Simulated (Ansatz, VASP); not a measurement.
## Pb: VASP beside Ansatz

File INCAR:

```
PREC = Accurate
ENCUT = 520
EDIFF = 1E-7
ISMEAR = -1
SIGMA = 0.08
LREAL = False
LASPH = True
NELM = 100
ALGO = Normal
ISIF = 2
LWAVE = False
LCHARG = False
GGA = PE
NBANDS = 13
```

File KPOINTS:

```
Automatic mesh
0
Gamma
  11 11 11
```

File POSCAR:

```
Pb
1.0
    3.3093295119      0.0000000000      0.0000000000
    0.0000000000      3.3093295119      0.0000000000
    0.0000000000      0.0000000000      3.3093295119
Pb
1
Direct
    0.0000000000      0.0000000000      0.0000000000
```

Input for Ansatz:

```yaml
crystal:
  lattice:
    - [3.3093295119, 0.0, 0.0]
    - [0.0, 3.3093295119, 0.0]
    - [0.0, 0.0, 3.3093295119]
  atoms:
    - { symbol: Pb, position: [0.0, 0.0, 0.0] }
kpoints:
  mp_grid: { grid: [11, 11, 11] }
scf:
  occupations: { method: fermi_dirac, width: 0.08 }
hamiltonian:
  xc: pbe
  pseudopotentials: { kind: all_electron, lapw: { basis_error: 0.001 } }
output:
  forces: true
  stress: true
  eigenvalues: true
```

Change from the starting cell: volume scaled by 1.05.

Alike in both runs: task single point; functional PBE; k mesh 11 × 11 × 11; occupations fermi-dirac, width 0.08 eV; no spin polarisation.

|  | VASP | Ansatz |
| --- | --- | --- |
| version | VASP 6.6.1 | Ansatz 0.2.0 |
| potentials or method | VASP PAW PBE potentials, release 64 (Pb_d) | all-electron LAPW, scalar-relativistic |
| plane-wave cutoff (eV) | 520 | see its input |

Ansatz gave:

| Property | Result |
| --- | --- |
| pressure (GPa) | -1.5 |

Question: Estimate VASP's values.

Answer: Pressure (GPa): -1.6.

Ansatz ran all-electron here, so the differences hold the error of VASP's frozen core and of both bases.

Spin-orbit coupling is left out, which matters for the levels of Pb.
